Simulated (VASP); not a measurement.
# KI (Fm-3m) in VASP: a series of runs

The runs below take KI through single point, with PBE, r2SCAN.

Everything below comes from runs of VASP 6.6.1. Logs are shortened: lines on timing, memory, paths and dates and some standing lists are left out, and cuts for length are marked.

**What was measured.**

A printed reference work, monograph reports, for a bulk crystal of KI: band gap 6.32 eV.

How close the calculation comes is told below.

## (1) The cell of the first run

Symmetry: Fm-3m, No. 225, cubic system. Conventional cell: a = 7.089 Å, b = 7.089 Å, c = 7.089 Å, α = 90.00°, β = 90.00°, γ = 90.00°. Within 4.7 Å of K (site symmetry m-3m) lie 6 I at 3.54 Å. Within 4.7 Å of I (site symmetry m-3m) lie 6 K at 3.54 Å.

## (2) Single point, PBE

Input file INCAR:

```
  ALGO = Normal
  EDIFF = 1E-6
  ENCUT = 520
  GGA = PE
  ISIF = 2
  ISMEAR = 0
  LASPH = T
  LCHARG = T
  LELF = T
  LREAL = F
  LVHAR = T
  LWAVE = F
  NBANDS = 15
  NELM = 60
  PREC = Accurate
  SIGMA = 0.01
```

Input file KPOINTS:

```
k-points
0
Gamma
  4 4 4
```

Input file POSCAR:

```
KI
1.0
    0.0000000000      3.5445661256      3.5445661256
    3.5445661256      0.0000000000      3.5445661256
    3.5445661256      3.5445661256      0.0000000000
K I
1 1
Direct
    0.0000000000      0.0000000000      0.0000000000
    0.5000000000      0.5000000000      0.5000000000
```

Potentials or basis: VASP PAW PBE potentials, release 64 (K_sv, I).

The run is started by

```console
cat potpaw_PBE.64/K_sv/POTCAR potpaw_PBE.64/I/POTCAR > POTCAR
mpirun -np 1 vasp_std > vasp.out
```

OUTCAR:

```text
EDIFF = 1E-6
   ENCUT = 520
   GGA = PE
   ISIF = 2
   ISMEAR = 0
   LASPH = T
   LREAL = F
   NELM = 60
   PREC = Accurate

 ion  position               nearest neighbor table
   1  0.000  0.000  0.000-   2 3.54   2 3.54   2 3.54   2 3.54   2 3.54   2 3.54
   2  0.500  0.500  0.500-   1 3.54   1 3.54   1 3.54   1 3.54   1 3.54   1 3.54

  LATTYP: Found a face centered cubic cell.
 ALAT       =     7.0891322512

  Lattice vectors:

 A1 = (   0.0000000000,   3.5445661256,   3.5445661256)
 A2 = (   3.5445661256,   0.0000000000,   3.5445661256)
 A3 = (   3.5445661256,   3.5445661256,   0.0000000000)

Analysis of symmetry for initial positions (statically):
=====================================================================
 Subroutine PRICEL returns:
 Original cell was already a primitive cell.

 Routine SETGRP: Setting up the symmetry group for a
 face centered cubic supercell.

 Subroutine GETGRP returns: Found 48 space group operations
 (whereof 48 operations were pure point group operations)
 out of a pool of 48 trial point group operations.

The static configuration has the point symmetry O_h .

Analysis of symmetry for dynamics (positions and initial velocities):
=====================================================================
 Subroutine PRICEL returns:
 Original cell was already a primitive cell.

 Routine SETGRP: Setting up the symmetry group for a
 face centered cubic supercell.

 Subroutine GETGRP returns: Found 48 space group operations
 (whereof 48 operations were pure point group operations)
 out of a pool of 48 trial point group operations.

The dynamic configuration has the point symmetry O_h .

 Subroutine INISYM returns: Found 48 space group operations
 (whereof 48 operations are pure point group operations),
 and found     1 'primitive' translations

----------------------------------------------------------------------------------------

                                     Primitive cell

  volume of cell :      89.0675

  direct lattice vectors                    reciprocal lattice vectors
     0.000000000  3.544566126  3.544566126    -0.141060988  0.141060988  0.141060988
     3.544566126  0.000000000  3.544566126     0.141060988 -0.141060988  0.141060988
     3.544566126  3.544566126  0.000000000     0.141060988  0.141060988 -0.141060988

  length of vectors
     5.012773488  5.012773488  5.012773488     0.244324798  0.244324798  0.244324798

  position of ions in fractional coordinates (direct lattice)
     0.000000000  0.000000000  0.000000000
     0.500000000  0.500000000  0.500000000

  ion indices of the primitive-cell ions
   primitive index   ion index
                 1           1
                 2           2

----------------------------------------------------------------------------------------

 KPOINTS: k-points

Automatic generation of k-mesh.
 Grid dimensions read from file:
 generate k-points for:    4    4    4

 Generating k-lattice:

  Cartesian coordinates                     Fractional coordinates (reciprocal lattice)
    -0.035265247  0.035265247  0.035265247     0.250000000  0.000000000  0.000000000
     0.035265247 -0.035265247  0.035265247     0.000000000  0.250000000  0.000000000
     0.035265247  0.035265247 -0.035265247     0.000000000  0.000000000  0.250000000

  Length of vectors
     0.061081200  0.061081200  0.061081200

  Shift w.r.t. Gamma in fractional coordinates (k-lattice)
     0.000000000  0.000000000  0.000000000

 Subroutine IBZKPT returns following result:
 ===========================================

 Found      8 irreducible k-points:

 Following reciprocal coordinates:
            Coordinates               Weight
  0.000000  0.000000  0.000000      1.000000
  0.250000  0.000000  0.000000      8.000000
  0.500000  0.000000  0.000000      4.000000
  0.250000  0.250000  0.000000      6.000000
  0.500000  0.250000  0.000000     24.000000
 -0.250000  0.250000  0.000000     12.000000
  0.500000  0.500000  0.000000      3.000000
 -0.250000  0.500000  0.250000      6.000000
   k-points           NKPTS =      8   k-points in BZ     NKDIM =      8   number of bands    NBANDS=     15
   number of dos      NEDOS =    301   number of ions     NIONS =      2
   total plane-waves  NPLWV =  64000
   dimension x,y,z NGX =    40 NGY =   40 NGZ =   40
   dimension x,y,z NGXF=    80 NGYF=   80 NGZF=   80
   ions per type =               1   1
   NGX,Y,Z   is equivalent  to a cutoff of  13.27, 13.27, 13.27 a.u.
   NGXF,Y,Z  is equivalent  to a cutoff of  26.53, 26.53, 26.53 a.u.
 SYSTEM =  unknown system
   PREC   = accura    normal or accurate (medium, high low for compatibility)
   ISTART =      0    job   : 0-new  1-cont  2-samecut
   ICHARG =      2    charge: 1-file 2-atom 10-const
   ISPIN  =      1    spin polarized calculation?
   LNONCOLLINEAR =      F non collinear calculations
   LSORBIT =      F    spin-orbit coupling
   LASPH  =      T    aspherical Exc in radial PAW
   ENCUT  =  520.0 eV  38.22 Ry    6.18 a.u.   9.32  9.32  9.32*2*pi/ulx,y,z
   NELM   =     60;   NELMIN=  2; NELMDL= -5     # of ELM steps
   EDIFF  = 0.1E-05   stopping-criterion for ELM
   LREAL  =      F    real-space projection
   EDIFFG = 0.1E-04   stopping-criterion for IOM
   NSW    =      0    number of steps for IOM
   IBRION =     -1    ionic relax: 0-MD 1-quasi-New 2-CG
   NFREE  =      0    steps in history (QN), initial steepest desc. (CG)
   ISIF   =      2    stress and relaxation
   ISYM   =      2    0-nonsym 1-usesym 2-fastsym
   POTIM  = 0.5000    time-step for ionic-motion
   TEBEG  =    0.0;   TEEND  =   0.0 temperature during run
   PSTRESS=    0.0 pullay stress
   NELECT =      16.0000    total number of electrons
   NUPDOWN=      -1.0000    fix difference up-down
   EMIN   =  10.00;   EMAX   =-10.00  energy-range for DOS
   EFERMI =   0.00;   METHOD = LEGACY
   ISMEAR =     0;   SIGMA  =   0.01  broadening in eV -4-tet -1-fermi 0-gaus
   EFERMI_NEDOS =   21; number of points for ismear=-14 and -15
   IALGO  =     38    algorithm
   IMIX   =      4    mixing-type and parameters
     AMIX     =   0.40;   BMIX     =  1.00
     AMIX_MAG =   1.60;   BMIX_MAG =  1.00
  volume/ion in A,a.u.               =      44.53       300.53
  Fermi-wavevector in a.u.,A,eV,Ry     =   0.923723  1.745583 11.609363  0.853264
  Thomas-Fermi vector in A             =   2.049391
   LORBIT       =      0    0 simple, 1 ext, 2 COOP (PROOUT), +10 PAW based schemes
   GGA     = PE    functional components
   LHFCALC =     F    Hartree Fock is set to
   AEXX    =    0.0000 exact exchange contribution
   IVDW    =     0    specifies the selected vdW correction
   LEPSILON=     F    determine dielectric tensor
   LRPA    =     F    only Hartree local field effects (RPA)
 non-spin polarized calculation
 Gauss-broadening in eV      SIGMA  =   0.01
  energy-cutoff  :      520.00
  volume of cell :       89.07
 maximum number of plane-waves:      2421
 NGX is ok and might be reduce to    40
   NGX = 19   NGY = 19   NGZ = 19

 number of electron      15.9999999 magnetization

 Free energy of the ion-electron system (eV)
  ---------------------------------------------------
  ext. energy  EPLUGINS =         0.00000000
  ---------------------------------------------------
  free energy    TOTEN  =        -5.55865862 eV

  energy without entropy =       -5.55865862  energy(sigma->0) =       -5.55865862

 E-fermi :  -0.3219     XC(G=0):  -7.1384

 val. band max:       -0.4662515253   @ k =   0.0000   0.0000   0.0000
 cond. band min:       3.4727821427   @ k =   0.0000   0.0000   0.0000
 fundamental gap:      3.9390336680
 Fermi energy:        -0.3219399632

 k-point     1 :       0.0000    0.0000    0.0000
  band No.  band energies     occupation
      1     -28.9874      2.00000
      2     -12.4738      2.00000
      3     -12.4738      2.00000
      4     -12.4738      2.00000
      5     -10.9532      2.00000
      6      -0.4663      2.00000
      7      -0.4663      2.00000
      8      -0.4663      2.00000
      9       3.4728      0.00000
     10       6.0337      0.00000
     11       6.0337      0.00000
     12       6.0337      0.00000
     13       6.7441      0.00000
     14       6.7441      0.00000
     15       9.3095      0.00000

 k-point     2 :       0.2500    0.0000    0.0000
  band No.  band energies     occupation
      1     -28.9864      2.00000
      2     -12.5471      2.00000
      3     -12.4749      2.00000
      4     -12.4749      2.00000
      5     -10.8177      2.00000
      6      -1.2126      2.00000
      7      -0.6379      2.00000
      8      -0.6379      2.00000
      9       4.5652      0.00000
     10       6.0956      0.00000
     11       6.6365      0.00000
     12       6.6365      0.00000
     13       7.4307      0.00000
     14       7.4307      0.00000
     15       9.7890      0.00000

 k-point     3 :       0.5000    0.0000    0.0000
  band No.  band energies     occupation
      1     -28.9855      2.00000
      2     -12.6114      2.00000
      3     -12.4760      2.00000
      4     -12.4760      2.00000
      5     -10.6888      2.00000
      6      -1.7633      2.00000
      7      -0.7939      2.00000
      8      -0.7939      2.00000
      9       5.0454      0.00000
     10       7.2139      0.00000
     11       7.6567      0.00000
     12       7.6567      0.00000
     13       8.2199      0.00000
     14       8.2199      0.00000
     15       8.7978      0.00000
[... 55 lines left out ...]
 k-point     7 :       0.5000    0.5000    0.0000
  band No.  band energies     occupation
      1     -28.9849      2.00000
      2     -12.5170      2.00000
      3     -12.4912      2.00000
      4     -12.4912      2.00000
      5     -10.8139      2.00000
      6      -1.4482      2.00000
      7      -0.8272      2.00000
      8      -0.8272      2.00000
      9       4.4837      0.00000
     10       5.2759      0.00000
     11       7.6184      0.00000
     12       8.2149      0.00000
     13       8.2907      0.00000
     14       9.1234      0.00000
     15       9.1234      0.00000

 k-point     8 :      -0.2500    0.5000    0.2500
  band No.  band energies     occupation
      1     -28.9849      2.00000
      2     -12.5210      2.00000
      3     -12.5040      2.00000
      4     -12.5040      2.00000
      5     -10.7590      2.00000
      6      -1.1817      2.00000
      7      -1.1817      2.00000
      8      -1.0537      2.00000
      9       5.9927      0.00000
     10       5.9927      0.00000
     11       6.1416      0.00000
     12       7.6859      0.00000
     13       8.3309      0.00000
     14       9.1547      0.00000
     15       9.5097      0.00000

------------------------ aborting loop because EDIFF is reached ----------------------------------------

  FORCE on cell =-STRESS in cart. coord.  units (eV):
  Direction    XX          YY          ZZ          XY          YZ          ZX
  --------------------------------------------------------------------------------------
  -------------------------------------------------------------------------------------
  Total        0.2753081      0.2753081      0.2753081      0.0000000      0.0000000     -0.0000000
  in kB        4.9523388      4.9523388      4.9523388      0.0000000      0.0000000     -0.0000000
  external PRESSURE =       4.9523388 kB  Pullay stress =       0.0000000 kB

 VOLUME and BASIS-vectors are now :
 -----------------------------------------------------------------------------
  energy-cutoff  :      520.00
  volume of cell :       89.07
      direct lattice vectors                 reciprocal lattice vectors
     0.000000000  3.544566126  3.544566126    -0.141060988  0.141060988  0.141060988
     3.544566126  0.000000000  3.544566126     0.141060988 -0.141060988  0.141060988
     3.544566126  3.544566126  0.000000000     0.141060988  0.141060988 -0.141060988

 POSITION                                       TOTAL-FORCE (eV/Angst)
 -----------------------------------------------------------------------------------
      0.00000      0.00000      0.00000         0.000000      0.000000      0.000000
      3.54457      3.54457      3.54457        -0.000000     -0.000000      0.000000
 -----------------------------------------------------------------------------------
    total drift:                                0.000000     -0.000000     -0.000000

  FREE ENERGIE OF THE ION-ELECTRON SYSTEM (eV)
  ---------------------------------------------------
  free  energy   TOTEN  =        -5.5586586213 eV

  energy  without entropy=       -5.5586586213  energy(sigma->0) =       -5.55865862
```

Wall time 14 s (1 thread of Intel Xeon Platinum 8488C (Sapphire Rapids), shared host); peak memory 0.23 GiB.

Results:

| Item | Value |
| --- | --- |
| Free energy | -5.5587 eV |
| Pressure | 0.5 GPa |
| Band gap on the k mesh | 3.94 eV |

Caveat: spin-orbit coupling is left out, which moves the levels of the heavy elements.

(Continued in part 2 of 2.)
